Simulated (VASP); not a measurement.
Wanted: the native input for a VASP 6.6.1 run.

- Task: single point
- Functional: LDA
- Potentials or basis: VASP PAW LDA potentials, release 64 (Cd, F)
- Cutoff: 520 eV
- k mesh: 8 × 8 × 8
- Occupations: gaussian, width 0.05 eV
- Spin: no spin polarisation
- Dipole correction: no
- Further INCAR settings: ALGO = Normal; EDIFF = 1e-06; NBANDS = 20

The structure of CdF2 lies in POSCAR:

```
CdF2
1.0
    0.0000000000      2.6488277134      2.6488277134
    2.6488277134      0.0000000000      2.6488277134
    2.6488277134      2.6488277134      0.0000000000
Cd F
1 2
Direct
    0.0286078337      0.0286078337      0.0286078337
    0.2500000000      0.2500000000      0.2500000000
    0.7500000000      0.7500000000      0.7500000000
```

The cell isn't the ideal one: all Cd atoms moved +0.263 Å, as atom 1 along Cartesian [1 1 1].

The input as run:

INCAR

```
  ALGO = Normal
  EDIFF = 1E-6
  ENCUT = 520
  ISIF = 2
  ISMEAR = 0
  LASPH = T
  LCHARG = F
  LREAL = F
  LWAVE = F
  NBANDS = 20
  NELM = 100
  PREC = Accurate
  SIGMA = 0.05
```

KPOINTS

```
k-points
0
Gamma
  8 8 8
```

Potentials or basis: VASP PAW LDA potentials, release 64 (Cd, F).

Command:

```console
$ cat potpaw_LDA.64/Cd/POTCAR potpaw_LDA.64/F/POTCAR > POTCAR
$ mpirun -np 1 vasp_std > vasp.out
```

Results of the run:

The pressure is 6.4 GPa and the largest force is 2.364 eV/Å. The band gap on the k mesh is 3.00 eV, indirect (least direct gap 3.41 eV).

Caveat: forces of over 1 eV/Å show positions far from the minimum, so gaps and moduli don't describe the material at rest.

Wall time 32 s on 1 thread of AMD EPYC 7R13 Processor (Zen 3) (shared host), peak memory 0.14 GiB.
